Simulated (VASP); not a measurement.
Runs of VASP 6.6.1 on ScHO2. It takes space group R-3m (No. 166, trigonal). Conventional cell: a = 3.287 Å, b = 3.287 Å, c = 13.593 Å, α = 90.00°, β = 90.00°, γ = 120.00°. Sc (site symmetry -3m) has 6 O at 2.17 Å as nearest neighbours. H (site symmetry -3m) has 2 O at 1.22 Å as nearest neighbours. O (site symmetry 3m) is surrounded by 1 H at 1.22 Å. The cell comes from a database or a generator and needn't be the stable form of this composition.

```tsv
cell	gap on the mesh (eV)	pressure (GPa)	largest force (eV/Å)
R-3m, 10.6 Å³/atom	(b)	-8.9	0.44
R-3m, 9.25 Å³/atom	4.15	13.4	(a)
R-3m, 10.25 Å³/atom	3.97	-4.7	(c)
R-3m, 11.31 Å³/atom	3.61	-15.4	0.84
```

Alike in all rows: task single point; level PBEsol; potentials or basis VASP PAW PBE potentials, release 64 (Sc_sv, H, O); no spin polarisation; k mesh 6 × 6 × 6; cutoff (eV) 520; smearing gaussian 0.01 eV.

Fill in the values left out.

(a) 0.85; (b) 3.86; (c) 0.19.

Caveats: the PAW data sets were made with another functional, which shifts forces and pressure a little (some runs); so large a pressure means that the cell lies far from this level's equilibrium, or that cutoff or potentials fall short (some runs); the potentials were made for another functional, which shifts forces and pressure (some runs).

A k mesh can miss the band edges.
